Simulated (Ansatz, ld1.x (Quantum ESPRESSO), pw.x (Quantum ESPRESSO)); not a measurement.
**pw.x on sc B: one setting changed**

Potential: norm-conserving RRKJ (Kleinman–Bylander form), ld1.x (Quantum ESPRESSO) 7.5, PBE; core [He], reference 2s2 2p1; waves: 2p (bound): rc 1.95 bohr; 3d channel at 0.05 Ry: rc 1.95 bohr; 2s (bound): rc 1.25 bohr; local part: the s channel; core correction: none; rho0 0.001.

The reference run (k-mesh 17³, cutoffs 70/280 Ry, Fermi–Dirac 0.01 Ry, mixing_beta 0.4, conv_thr 1e-9, no spin) gives -2.92 GPa at 6.721 Å³/atom, where all-electron LAPW gives -0.49 GPa. This run, with its own iteration cap, changes k-mesh shift to 1.

```
&control
  calculation='scf', prefix='x', pseudo_dir='./', outdir='./tmp', tstress=.true., disk_io='none'
/
&system
  ibrav=0, nat=1, ntyp=1, ecutwfc=70, ecutrho=280, nbnd=8,
  occupations='smearing', smearing='fd', degauss=0.01
/
&electrons
  conv_thr=1e-09, mixing_beta=0.4, electron_maxstep=60
/
ATOMIC_SPECIES
B 1.0 B.UPF
CELL_PARAMETERS angstrom
  1.88717119 0.00000000 0.00000000
  0.00000000 1.88717119 0.00000000
  0.00000000 0.00000000 1.88717119
ATOMIC_POSITIONS crystal
B 0.0000 0.0000 0.0000
K_POINTS automatic
17 17 17 1 1 1
```

```bash
pw.x < B.scf.in > B.scf.out
```

Task: How does the run end?

Result: It converges in 6 iterations; the free energy moves by +1.3 meV/atom and the pressure by -0.31 GPa.

```
Message from routine setup:
     using ibrav=0 with symmetry is DISCOURAGED, use correct ibrav instead
     lattice parameter (alat)  =       3.5662  a.u.
     unit-cell volume          =      45.3556 (a.u.)^3
     number of electrons       =         3.00
     number of Kohn-Sham states=            8
     kinetic-energy cutoff     =      70.0000  Ry
     charge density cutoff     =     280.0000  Ry
     scf convergence threshold =      1.0E-09
     Exchange-correlation= PBE
     number of k points=   165  Fermi-Dirac smearing, width (Ry)=  0.0100
     iteration #  1     ecut=    70.00 Ry     beta= 0.40
     total energy              =      -5.58927087 Ry
     estimated scf accuracy    <       0.00269784 Ry
     iteration #  2     ecut=    70.00 Ry     beta= 0.40
     total energy              =      -5.58947128 Ry
     estimated scf accuracy    <       0.00089422 Ry
     iteration #  3     ecut=    70.00 Ry     beta= 0.40
     total energy              =      -5.58949952 Ry
     estimated scf accuracy    <       0.00000284 Ry
     iteration #  4     ecut=    70.00 Ry     beta= 0.40
     total energy              =      -5.58950011 Ry
     estimated scf accuracy    <       0.00000018 Ry
     iteration #  5     ecut=    70.00 Ry     beta= 0.40
     total energy              =      -5.58950012 Ry
     estimated scf accuracy    <          1.2E-09 Ry
     iteration #  6     ecut=    70.00 Ry     beta= 0.40
     the Fermi energy is    10.3778 ev
!    total energy              =      -5.58950012 Ry
     estimated scf accuracy    <          5.8E-10 Ry
     smearing contrib. (-TS)   =      -0.00130809 Ry
     The total energy is F=E-TS. E is the sum of the following terms:
     one-electron contribution =       3.64109443 Ry
     hartree contribution      =       0.07468573 Ry
     xc contribution           =      -2.14357329 Ry
     ewald contribution        =      -7.16039889 Ry
     convergence has been achieved in   6 iterations
          total   stress  (Ry/bohr**3)                   (kbar)     P=      -32.30
     Message from routine punch:
     Nothing written, as per user request (disk_io='none')
```

The run took about 3.2 s on one core of a shared host (Neoverse-V1, 32 threads, 247 GiB, load 13).
